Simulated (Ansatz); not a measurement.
**Chromium, simple cubic under revPBE: structure, energy and stiffness**

What does revPBE give for chromium in the simple cubic structure? We relax it, solve it on a dense k-mesh, then scale the cell to 7 volumes from 88 to 112 % of the relaxed one and try a fit of the equation of state. Spin polarisation is left out, though the real metal is magnetic, so this state lies above the ground state. The k-meshes are 13×13×13 for the relaxation; 22×22×22 for the dense run; 15×15×15 for the volumes.

This is Cr in the simple cubic structure; at room conditions it is bcc.

Program: Ansatz 0.2.0. Level of theory: DFT revPBE, plane waves (420 eV) with PAW, scalar-relativistic; the PAW data stem from PBE, with regenerated cores. These are calculated values, not measurements.

### 1 The structure to begin with

It takes space group Pm-3m (No. 221, cubic). The conventional cell has a = 2.348 Å, b = 2.348 Å, c = 2.348 Å, α = 90.00°, β = 90.00°, γ = 90.00°. Cr (site symmetry m-3m) has 6 Cr at 2.35 Å as nearest neighbours.

Coordinates:

```xyz
1
Lattice="2.3484 0.0000 0.0000 0.0000 2.3484 0.0000 0.0000 0.0000 2.3484" Properties=species:S:1:pos:R:3 pbc="T T T"
Cr    0.0000    0.0000    0.0000
```

### 2 Geometry optimisation

Contents of input.yaml:

```yaml
crystal:
  lattice:
    - [2.3484326893, 0.0, 0.0]
    - [0.0, 2.3484326893, 0.0]
    - [0.0, 0.0, 2.3484326893]
  atoms:
    - { symbol: Cr, position: [0.0, 0.0, 0.0] }
hamiltonian:
  xc: revpbe
  pseudopotentials:
    kind: paw
    azcp:
      Cr: "pseudopotentials/Cr.paw.azcp"
basis:
  ecutwfc: 420
  fft_grid_basis: typed
kpoints:
  mp_grid: { grid: [13, 13, 13], shift: [0, 0, 0] }
magnetization:
  spin_polarized: false
scf:
  occupations: { method: fermi_dirac, width: 0.1 }
relax:
  max_steps: 60
  f_tol: 0.01
  cell: {}
output:
  write_density: true
  write_potential: true
  elf: true
  volumetric_format: npy
```

The runs that follow: Single point on a dense mesh; At 88 % of the relaxed volume; At 92 % of the relaxed volume; At 96 % of the relaxed volume; At 100 % of the relaxed volume; At 104 % of the relaxed volume; At 108 % of the relaxed volume; At 112 % of the relaxed volume.

**Question.** What will these runs give? Wanted: space group; conventional cell; volume; shortest distance; gap on the mesh; relative to bcc, antiferromagnetic; V₀, B₀, B₀′.

The runs gave:

```
                          quantity                         value
    space group (spins left aside)               Pm-3m (No. 221)
                 conventional cell                   a = 2.352 Å
                            volume                13.016 Å³/atom
                 shortest distance                       2.352 Å
                   gap on the mesh  none (levels filled in part)
relative to bcc, antiferromagnetic                +1051 meV/atom
                       V₀, B₀, B₀′  13.057 Å³/atom, 177 GPa, 4.0
```

**Reading.** From the guessed start the volume grew by 0.5 % in 4 steps. Against the reference form of chromium (bcc, antiferromagnetic, computed apart with the same settings) it stands 1051 meV/atom higher; part of this is magnetic energy, as this run has no moments. Levels at the Fermi energy are filled in part, as in a metal. The fitted modulus is 177 GPa. Relaxation kept the symmetry; phonons were not checked.
